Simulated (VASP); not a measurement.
# Au in VASP: reference runs

Reference runs on Au: the cell as given.

Program: VASP 6.6.1. These are calculated values, not measurements. Logs are shortened: lines on timing, memory, paths and dates and some standing lists are left out, and cuts for length are marked.

### 1 The undisturbed slab

The cell holds a slab with vacuum, 7 atoms: a = 2.823 Å, b = 2.920 Å, c = 29.680 Å, α = 90.00°, β = 90.00°, γ = 118.91°.

The slab is cut from a database's or a generator's crystal, which needn't be the stable form of the element.

### 2 Single point, PBE (the (0 0 1) slab of Au, cut from the database cell, not relaxed)

File INCAR:

```
SYSTEM = Au
ALGO = Normal ; DIPOL = 0.5 0.5 0.500
EDIFF = 1E-7 ; ENCUT = 520
GGA = PE ; IDIPOL = 3
ISIF = 2 ; ISMEAR = -1
LASPH = .True. ; LCHARG = .False.
LDIPOL = .True. ; LREAL = .False.
LWAVE = .False. ; NBANDS = 48
NELM = 100 ; PREC = Accurate
SIGMA = 0.05
```

File KPOINTS:

```
k-points
0
Gamma
  11 11 1
  0 0 0
```

File POSCAR:

```
Au
1.0
    2.8226199300      0.0000000000      0.0000000000
   -1.4113099650      2.5559330250      0.0000000000
    0.0000000000      0.0000000000     29.6795088300
Au
7
Direct
    0.3346720300      0.6693440600      0.2526995997
    0.6653279700      0.3306559400      0.3351330665
    0.3346720300      0.6693440600      0.4175665332
    0.6653279700      0.3306559400      0.5000000000
    0.3346720300      0.6693440600      0.5824334668
    0.6653279700      0.3306559400      0.6648669335
    0.3346720300      0.6693440600      0.7473004003
```

Potentials or basis: VASP PAW PBE potentials, release 64 (Au).

On the command line:

```
$ cat potpaw_PBE.64/Au/POTCAR > POTCAR
$ mpirun -np 1 vasp_std > vasp.out
```

OUTCAR:

```text
SYSTEM = Au
   EDIFF = 1E-7
   ENCUT = 520
   GGA = PE
   ISIF = 2
   ISMEAR = -1
   LASPH = .True.
   LREAL = .False.
   NELM = 100
   PREC = Accurate

 ion  position               nearest neighbor table
   1  0.335  0.669  0.253-   2 2.95   2 2.95   2 2.97
   2  0.665  0.331  0.335-   3 2.95   3 2.95   1 2.95   1 2.95   3 2.97   1 2.97
   3  0.335  0.669  0.418-   2 2.95   2 2.95   4 2.95   4 2.95   2 2.97   4 2.97
   4  0.665  0.331  0.500-   3 2.95   5 2.95   3 2.95   5 2.95   3 2.97   5 2.97
   5  0.335  0.669  0.582-   6 2.95   6 2.95   4 2.95   4 2.95   6 2.97   4 2.97
   6  0.665  0.331  0.665-   5 2.95   5 2.95   7 2.95   7 2.95   5 2.97   7 2.97
   7  0.335  0.669  0.747-   6 2.95   6 2.95   6 2.97

  LATTYP: Found a base centered orthorhombic cell.
 ALAT       =     2.8226199300
 B/A-ratio  =     1.8110359088
 C/A-ratio  =    10.5148796388

  Lattice vectors:

 A1 = (   1.4113099650,  -2.5559330250,   0.0000000000)
 A2 = (   1.4113099650,   2.5559330250,   0.0000000000)
 A3 = (   0.0000000000,   0.0000000000,  29.6795088300)

Analysis of symmetry for initial positions (statically):
=====================================================================
 Subroutine PRICEL returns:
 Original cell was already a primitive cell.

 Routine SETGRP: Setting up the symmetry group for a
 base centered orthorhombic supercell.

 Subroutine GETGRP returns: Found  4 space group operations
 (whereof  4 operations were pure point group operations)
 out of a pool of  8 trial point group operations.

The static configuration has the point symmetry C_2v.

Analysis of symmetry for dynamics (positions and initial velocities):
=====================================================================
 Subroutine PRICEL returns:
 Original cell was already a primitive cell.

 Routine SETGRP: Setting up the symmetry group for a
 base centered orthorhombic supercell.

 Subroutine GETGRP returns: Found  4 space group operations
 (whereof  4 operations were pure point group operations)
 out of a pool of  8 trial point group operations.

The dynamic configuration has the point symmetry C_2v.

 Subroutine INISYM returns: Found  4 space group operations
 (whereof  4 operations are pure point group operations),
 and found     1 'primitive' translations

----------------------------------------------------------------------------------------

                                     Primitive cell

  volume of cell :     214.1207

  direct lattice vectors                    reciprocal lattice vectors
     2.822619930  0.000000000  0.000000000     0.354280783  0.195623279  0.000000000
    -1.411309965  2.555933025  0.000000000     0.000000000  0.391246559  0.000000000
     0.000000000  0.000000000 29.679508830     0.000000000  0.000000000  0.033693280

  length of vectors
     2.822619930  2.919689957 29.679508830     0.404701545  0.391246559  0.033693280

  position of ions in fractional coordinates (direct lattice)
     0.334672030  0.669344060  0.252699600
     0.665327970  0.330655940  0.335133066
     0.334672030  0.669344060  0.417566533
     0.665327970  0.330655940  0.500000000
     0.334672030  0.669344060  0.582433467
     0.665327970  0.330655940  0.664866934
     0.334672030  0.669344060  0.747300400

  ion indices of the primitive-cell ions
   primitive index   ion index
                 1           1
                 2           2
                 3           3
                 4           4
                 5           5
                 6           6
                 7           7

----------------------------------------------------------------------------------------

 KPOINTS: k-points

Automatic generation of k-mesh.
 Grid dimensions read from file:
 generate k-points for:   11   11    1

 Generating k-lattice:

  Cartesian coordinates                     Fractional coordinates (reciprocal lattice)
     0.032207344  0.017783934  0.000000000     0.090909091  0.000000000  0.000000000
     0.000000000  0.035567869  0.000000000     0.000000000  0.090909091  0.000000000
     0.000000000  0.000000000  0.033693280     0.000000000  0.000000000  1.000000000

  Length of vectors
     0.036791050  0.035567869  0.033693280

  Shift w.r.t. Gamma in fractional coordinates (k-lattice)
     0.000000000  0.000000000  0.000000000

 Subroutine IBZKPT returns following result:
 ===========================================

 Found     36 irreducible k-points:

 Following reciprocal coordinates:
            Coordinates               Weight
  0.000000  0.000000  0.000000      1.000000
  0.090909  0.000000  0.000000      4.000000
  0.181818  0.000000  0.000000      4.000000
  0.272727  0.000000  0.000000      4.000000
  0.363636  0.000000  0.000000      4.000000
  0.454545  0.000000  0.000000      4.000000
[... 16 lines left out ...]
 -0.454545  0.181818  0.000000      4.000000
 -0.363636  0.181818  0.000000      2.000000
 [... further k-points ...]
   k-points           NKPTS =     36   k-points in BZ     NKDIM =     36   number of bands    NBANDS=     48
   number of dos      NEDOS =    301   number of ions     NIONS =      7
   total plane-waves  NPLWV = 129024
   dimension x,y,z NGX =    24 NGY =   24 NGZ =  224
   dimension x,y,z NGXF=    48 NGYF=   48 NGZF=  448
   ions per type =               7
   NGX,Y,Z   is equivalent  to a cutoff of  14.14, 13.67, 12.55 a.u.
   NGXF,Y,Z  is equivalent  to a cutoff of  28.27, 27.33, 25.09 a.u.
 SYSTEM =  Au
   PREC   = accura    normal or accurate (medium, high low for compatibility)
   ISTART =      0    job   : 0-new  1-cont  2-samecut
   ICHARG =      2    charge: 1-file 2-atom 10-const
   ISPIN  =      1    spin polarized calculation?
   LNONCOLLINEAR =      F non collinear calculations
   LSORBIT =      F    spin-orbit coupling
   LASPH  =      T    aspherical Exc in radial PAW
   ENCUT  =  520.0 eV  38.22 Ry    6.18 a.u.   5.25  5.43 55.18*2*pi/ulx,y,z
   NELM   =    100;   NELMIN=  2; NELMDL= -5     # of ELM steps
   EDIFF  = 0.1E-06   stopping-criterion for ELM
   LREAL  =      F    real-space projection
   EDIFFG = 0.1E-05   stopping-criterion for IOM
   NSW    =      0    number of steps for IOM
   IBRION =     -1    ionic relax: 0-MD 1-quasi-New 2-CG
   NFREE  =      0    steps in history (QN), initial steepest desc. (CG)
   ISIF   =      2    stress and relaxation
   ISYM   =      2    0-nonsym 1-usesym 2-fastsym
   POTIM  = 0.5000    time-step for ionic-motion
   TEBEG  =    0.0;   TEEND  =   0.0 temperature during run
   PSTRESS=    0.0 pullay stress
   NELECT =      77.0000    total number of electrons
   NUPDOWN=      -1.0000    fix difference up-down
   EMIN   =  10.00;   EMAX   =-10.00  energy-range for DOS
   EFERMI =   0.00;   METHOD = LEGACY
   ISMEAR =    -1;   SIGMA  =   0.05  broadening in eV -4-tet -1-fermi 0-gaus
   EFERMI_NEDOS =   21; number of points for ismear=-14 and -15
   IALGO  =     38    algorithm
   IMIX   =      4    mixing-type and parameters
     AMIX     =   0.40;   BMIX     =  1.00
     AMIX_MAG =   1.60;   BMIX_MAG =  1.00
  volume/ion in A,a.u.               =      30.59       206.42
  Fermi-wavevector in a.u.,A,eV,Ry     =   1.164177  2.199975 18.440074  1.355307
  Thomas-Fermi vector in A             =   2.300718
   LORBIT       =      0    0 simple, 1 ext, 2 COOP (PROOUT), +10 PAW based schemes
   GGA     = PE    functional components
   LHFCALC =     F    Hartree Fock is set to
   AEXX    =    0.0000 exact exchange contribution
   IVDW    =     0    specifies the selected vdW correction
   LEPSILON=     F    determine dielectric tensor
   LRPA    =     F    only Hartree local field effects (RPA)
 non-spin polarized calculation
  energy-cutoff  :      520.00
  volume of cell :      214.12
 maximum number of plane-waves:      5833
 NGX is ok and might be reduce to    24
   NGX = 11   NGY = 11   NGZ =111

 dipolmoment           0.000000      0.000000      0.000000 electrons x Angstroem

 number of electron      77.0000004 magnetization

 dipolmoment           0.000000      0.000000     -0.000000 electrons x Angstroem

 Free energy of the ion-electron system (eV)
  ---------------------------------------------------
  ext. energy  EPLUGINS =         0.00000000
  ---------------------------------------------------
  free energy    TOTEN  =       -21.89732784 eV

  energy without entropy =      -21.87477227  energy(sigma->0) =      -21.88605005

 E-fermi :   2.8053     XC(G=0):  -7.7480

 val. band max:        2.7963623635   @ k =   0.1818   0.0909   0.0000
 cond. band min:       2.8148203526   @ k =   0.4545   0.0000   0.0000
 fundamental gap:      0.0184579891
 Fermi energy:         2.8052812027

 k-point     1 :       0.0000    0.0000    0.0000
  band No.  band energies     occupation
      1      -6.4198      2.00000
      2      -5.9743      2.00000
      3      -5.3476      2.00000
      4      -4.7356      2.00000
      5      -4.3079      2.00000
      6      -4.0793      2.00000
[... 40 lines left out ...]
     47       9.1146      0.00000
     48       9.2137      0.00000

 k-point     2 :       0.0909    0.0000    0.0000
  band No.  band energies     occupation
      1      -6.1578      2.00000
      2      -5.7156      2.00000
      3      -5.0913      2.00000
      4      -4.4768      2.00000
      5      -4.0627      2.00000
      6      -3.8397      2.00000
[... 40 lines left out ...]
     47       9.2988      0.00000
     48       9.4099      0.00000

 k-point     3 :       0.1818    0.0000    0.0000
  band No.  band energies     occupation
      1      -5.4267      2.00000
      2      -5.0083      2.00000
      3      -4.4157      2.00000
      4      -3.8167      2.00000
      5      -3.4664      2.00000
      6      -3.2377      2.00000
[... 1060 lines left out ...]
     47      10.1235      0.00000
     48      10.3577      0.00000

 k-point    24 :      -0.3636    0.1818    0.0000
  band No.  band energies     occupation
      1      -3.8357      2.00000
      2      -3.6089      2.00000
      3      -3.3148      2.00000
      4      -3.0062      2.00000
      5      -2.7596      2.00000
      6      -2.5816      2.00000
[... 40 lines left out ...]
     47      11.1525      0.00000
     48      11.3725      0.00000

 [... further k-points ...]

------------------------ aborting loop because EDIFF is reached ----------------------------------------

 vacuum level on the upper side and lower side of the slab       (xc-potential included)        -0.008        -0.008

  FORCE on cell =-STRESS in cart. coord.  units (eV):
  Direction    XX          YY          ZZ          XY          YZ          ZX
  --------------------------------------------------------------------------------------
  -------------------------------------------------------------------------------------
  Total        2.3112744     -1.4530942      1.0893827      0.0000000      0.0000000      0.0000000
  in kB       17.2943205    -10.8729097      8.1514049      0.0000000      0.0000000      0.0000000
  external PRESSURE =       4.8576052 kB  Pullay stress =       0.0000000 kB

 VOLUME and BASIS-vectors are now :
 -----------------------------------------------------------------------------
  energy-cutoff  :      520.00
  volume of cell :      214.12
      direct lattice vectors                 reciprocal lattice vectors
     2.822619930  0.000000000  0.000000000     0.354280783  0.195623279  0.000000000
    -1.411309965  2.555933025  0.000000000     0.000000000  0.391246559  0.000000000
     0.000000000  0.000000000 29.679508830     0.000000000  0.000000000  0.033693280

 POSITION                                       TOTAL-FORCE (eV/Angst)
 -----------------------------------------------------------------------------------
      0.00000      1.71080      7.50000        -0.000000      0.012485     -0.149180
      1.41131      0.84513      9.94658         0.000000     -0.023833      0.128664
      0.00000      1.71080     12.39317         0.000000      0.022250     -0.050336
      1.41131      0.84513     14.83975        -0.000000     -0.021806      0.000000
      0.00000      1.71080     17.28634         0.000000      0.022250      0.050336
      1.41131      0.84513     19.73292         0.000000     -0.023833     -0.128664
      0.00000      1.71080     22.17951        -0.000000      0.012485      0.149180
 -----------------------------------------------------------------------------------
    total drift:                                0.000000      0.000038     -0.000000

  FREE ENERGIE OF THE ION-ELECTRON SYSTEM (eV)
  ---------------------------------------------------
  free  energy   TOTEN  =       -21.8973278364 eV

  energy  without entropy=      -21.8747722692  energy(sigma->0) =      -21.88605005

 vacuum level on the upper side and lower side of the slab         8.085         8.085
```

It took 5.2 min on 1 thread of Intel Xeon 6975P-C (Granite Rapids), shared host; peak memory 0.51 GiB.

What came out:

```
Free energy            : -21.8973 eV
Largest force          : 0.150 eV/Å
Band gap on the k mesh : none (metal or under the smearing width)
```

Forces on the atoms (eV/Å):
```
Au   0.000  0.012 -0.149
Au   0.000 -0.024  0.129
Au   0.000  0.022 -0.050
Au   0.000 -0.022  0.000
Au   0.000  0.022  0.050
Au   0.000 -0.024 -0.129
Au   0.000  0.012  0.149
```

The run has no spin-orbit coupling, so splittings on Au are missing.
